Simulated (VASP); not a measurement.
# SnO (distorted zincblende): a PBE single-point calculation in VASP

INCAR

```
LWAVE = .FALSE.
ISMEAR = -1
IBRION = -1
GGA = PE
EDIFF = 1E-7
LREAL = .FALSE.
NSW = 0
ISIF = 2
SIGMA = 0.02
ENCUT = 520
LCHARG = .FALSE.
NELM = 120
PREC = Accurate
LASPH = .TRUE.
NBANDS = 17
```

KPOINTS

```
KPOINTS created by Atomic Simulation Environment
0
Gamma
8 8 8
0 0 0
```

POSCAR

```
Sn O
 1.0000000000000000
     0.0480000000000000    2.5497000000000001    2.6631000000000000
     2.7643000000000000   -0.0330000000000000    2.7441000000000000
     2.7694999999999999    2.6358000000000001   -0.0382000000000000
 Sn  O
   1   1
Cartesian
  5.5524190600000001  5.1275795700000000  5.3625326099999997
  1.5724005499999998  1.4735923799999999  1.3832289700000000
```

VASP ran with the recommended PBE PAW datasets (20 valence electrons in the cell).

Command

```
mpirun -np 1 vasp_std
```

From OUTCAR

```
k-points           NKPTS =    260   k-points in BZ     NKDIM =    260   number of bands    NBANDS=     17

   NELECT =      20.0000    total number of electrons

   dimension x,y,z NGX =    28 NGY =   30 NGZ =   28
   dimension x,y,z NGXF=    56 NGYF=   60 NGZF=   56

  energy-cutoff  :      520.00
  volume of cell :       38.95
      direct lattice vectors                 reciprocal lattice vectors
     0.048000000  2.549700000  2.663100000    -0.185681783  0.197845755  0.189427886
     2.764300000 -0.033000000  2.744100000     0.182733098 -0.189421559  0.178062019
     2.769500000  2.635800000 -0.038200000     0.181904178  0.185636909 -0.181010788

 k-points in reciprocal lattice and weights: KPOINTS created by Atomic Simulation Env
   0.00000000  0.00000000  0.00000000       0.002
   0.12500000  0.00000000 -0.00000000       0.004
   0.25000000  0.00000000 -0.00000000       0.004
   0.37500000  0.00000000 -0.00000000       0.004
   0.50000000  0.00000000 -0.00000000       0.002
  -0.00000000  0.12500000 -0.00000000       0.004
   0.12500000  0.12500000 -0.00000000       0.004
   0.25000000  0.12500000  0.00000000       0.004
   ...

 E-fermi :   6.3500

 k-point     1 :       0.0000    0.0000    0.0000
  band No.  band energies     occupation
      1     -15.5399      2.00000
      2     -15.4722      2.00000
      3     -15.4574      2.00000
      4     -15.4015      2.00000
      5     -15.4010      2.00000
      6     -12.7482      2.00000
      7       0.0244      2.00000
      8       2.0309      2.00000
      9       2.5685      2.00000
     10       2.9229      2.00000
     11      10.7035      0.00000
     12      10.8807      0.00000
     13      11.5989      0.00000
     14      15.4466      0.00000
     15      17.0994      0.00000
     16      17.9081      0.00000
     17      18.5409      0.00000

 k-point     2 :       0.1250    0.0000   -0.0000
  band No.  band energies     occupation
      1     -15.5460      2.00000
      2     -15.4690      2.00000
      3     -15.4600      2.00000
      4     -15.4060      2.00000
      5     -15.3967      2.00000
      6     -12.6565      2.00000
      7      -0.3458      2.00000
      8       2.0725      2.00000
      9       2.6853      2.00000
     10       3.0007      2.00000
     11      10.1508      0.00000
     12      10.6743      0.00000
     13      11.4687      0.00000
     14      15.9541      0.00000
     15      16.8255      0.00000
     16      17.1990      0.00000
     17      17.8543      0.00000

 k-point     3 :       0.2500    0.0000   -0.0000
  band No.  band energies     occupation
      1     -15.5732      2.00000
      2     -15.4663      2.00000
      3     -15.4580      2.00000
      4     -15.4073      2.00000
      5     -15.3851      2.00000
      6     -12.4259      2.00000
      7      -1.0387      2.00000
      8       1.9359      2.00000
      9       2.6479      2.00000
     10       3.5102      2.00000
     11       8.8748      0.00000
     12      10.3268      0.00000
     13      11.8429      0.00000
     14      15.1687      0.00000
     15      16.4906      0.00000
     16      17.1099      0.00000
     17      18.9965      0.00000

 k-point     4 :       0.3750    0.0000   -0.0000
  band No.  band energies     occupation
      1     -15.6088      2.00000
      2     -15.4695      2.00000
      3     -15.4531      2.00000
      4     -15.4002      2.00000
      5     -15.3685      2.00000
      6     -12.1798      2.00000
      7      -1.6266      2.00000
      8       1.7628      2.00000
      9       2.5457      2.00000
     10       3.9227      2.00000
     11       8.1319      0.00000
     12       9.9581      0.00000
     13      12.1517      0.00000
     14      14.6612      0.00000
     15      16.3204      0.00000
     16      17.7186      0.00000
     17      19.1691      0.00000

 k-point     5 :       0.5000    0.0000   -0.0000
  band No.  band energies     occupation
      1     -15.6244      2.00000
      2     -15.4714      2.00000
      3     -15.4524      2.00000
      4     -15.3949      2.00000
      5     -15.3607      2.00000
      6     -12.0724      2.00000
      7      -1.8581      2.00000
      8       1.6911      2.00000
      9       2.5028      2.00000
     10       4.0377      2.00000
     11       7.9418      0.00000
     12       9.8117      0.00000
     13      12.2246      0.00000
     14      14.5548      0.00000
     15      16.3854      0.00000
     16      18.0507      0.00000
     17      18.9298      0.00000

 k-point     6 :      -0.0000    0.1250   -0.0000
  band No.  band energies     occupation
      1     -15.5479      2.00000
      2     -15.4729      2.00000
      3     -15.4548      2.00000
      4     -15.4061      2.00000
      5     -15.3977      2.00000
      6     -12.6651      2.00000
      7      -0.3304      2.00000
      8       1.9896      2.00000
      9       2.7887      2.00000
     10       2.9645      2.00000
     11       9.8590      0.00000
     12      10.8809      0.00000
     13      11.7399      0.00000
     14      16.0227      0.00000
     15      16.9140      0.00000
     16      17.3723      0.00000
     17      17.8773      0.00000

 k-point     7 :       0.1250    0.1250   -0.0000
  band No.  band energies     occupation
      1     -15.5522      2.00000
      2     -15.4733      2.00000
      3     -15.4525      2.00000
      4     -15.4038      2.00000
      5     -15.3945      2.00000
      6     -12.6420      2.00000
      7      -0.4547      2.00000
      8       2.2357      2.00000
      9       2.4355      2.00000
     10       3.1648      2.00000
     11       9.8310      0.00000
     12      10.8585      0.00000
     13      11.4645      0.00000
     14      15.2687      0.00000
     15      16.7663      0.00000
     16      18.2183      0.00000
     17      19.0198      0.00000

 k-point     8 :       0.2500    0.1250    0.0000
  band No.  band energies     occupation
      1     -15.5754      2.00000
      2     -15.4656      2.00000
      3     -15.4504      2.00000
      4     -15.4078      2.00000
      5     -15.3832      2.00000
      6     -12.4638      2.00000
      7      -0.9675      2.00000
      8       2.0561      2.00000
      9       2.3629      2.00000
     10       3.6870      2.00000
     11       8.8402      0.00000
     12      10.7114      0.00000
     13      11.4488      0.00000
     14      14.4873      0.00000
     15      16.9026      0.00000
     16      18.4442      0.00000
     17      19.1095      0.00000

 k-point     9 :       0.3750    0.1250   -0.0000
  band No.  band energies     occupation
      1     -15.6060      2.00000
      2     -15.4631      2.00000
      3     -15.4488      2.00000
      4     -15.4052      2.00000
      5     -15.3699      2.00000
      6     -12.2220      2.00000
      7      -1.4913      2.00000
      8       1.6663      2.00000
      9       2.2964      2.00000
     10       4.3081      2.00000
     11       8.0755      0.00000
     12      10.0510      0.00000
     13      11.7694      0.00000
     14      14.5351      0.00000
     15      16.5868      0.00000
     16      18.3250      0.00000
     17      19.5427      0.00000

 k-point    10 :       0.5000    0.1250    0.0000
  band No.  band energies     occupation
      1     -15.6252      2.00000
      2     -15.4653      2.00000
      3     -15.4494      2.00000
      4     -15.3986      2.00000
      5     -15.3634      2.00000
      6     -12.0602      2.00000
      7      -1.7748      2.00000
      8       1.3456      2.00000
      9       2.2942      2.00000
     10       4.6378      2.00000
     11       7.8352      0.00000
     12       9.6501      0.00000
     13      11.8366      0.00000
     14      14.8559      0.00000
     15      16.5267      0.00000
     16      18.1458      0.00000
     17      19.5727      0.00000

 k-point    11 :      -0.3750    0.1250    0.0000
  band No.  band energies     occupation
      1     -15.6205      2.00000
      2     -15.4645      2.00000
      3     -15.4502      2.00000
      4     -15.4015      2.00000
      5     -15.3684      2.00000
      6     -12.0884      2.00000
      7      -1.6829      2.00000
      8       1.2376      2.00000
      9       2.4146      2.00000
     10       4.5990      2.00000
     11       7.9909      0.00000
     12       9.5281      0.00000
     13      11.8337      0.00000
     14      15.2584      0.00000
     15      16.4527      0.00000
     16      17.7712      0.00000
     17      19.7543      0.00000

 ...

  Total        1.0719876      1.1022640      1.1164293      0.0803200     -0.8320470     -0.7832876
  in kB       44.0994268     45.3449379     45.9276695      3.3042053    -34.2287523    -32.2228860
  external PRESSURE =      45.1240114 kB  Pullay stress =       0.0000000 kB

 POSITION                                       TOTAL-FORCE (eV/Angst)
 -----------------------------------------------------------------------------------
      5.55242      5.12758      5.36253         0.280185      0.532589     -0.091284
      1.57240      1.47359      1.38323        -0.280185     -0.532589      0.091284
 -----------------------------------------------------------------------------------
    total drift:                               -0.000081      0.000015      0.000032

  FREE ENERGIE OF THE ION-ELECTRON SYSTEM (eV)
  ---------------------------------------------------
  free  energy   TOTEN  =       -10.3602700772 eV

  energy  without entropy=      -10.3598160153  energy(sigma->0) =      -10.36004305
```

```json
{
 "gap between bands v and c on the k mesh": "-0.11 eV (bands overlap: a metal)",
 "least direct gap on the k mesh": "0.14 eV",
 "pressure": "4.5 GPa",
 "largest force": "0.61 eV/Å"
}
```

Band v is the last that the valence electrons fill when counted band by band, and c is the next.

The run took about 63 s on one core of a shared host (Intel Xeon 6975P-C) and held 0.29 GiB at most.
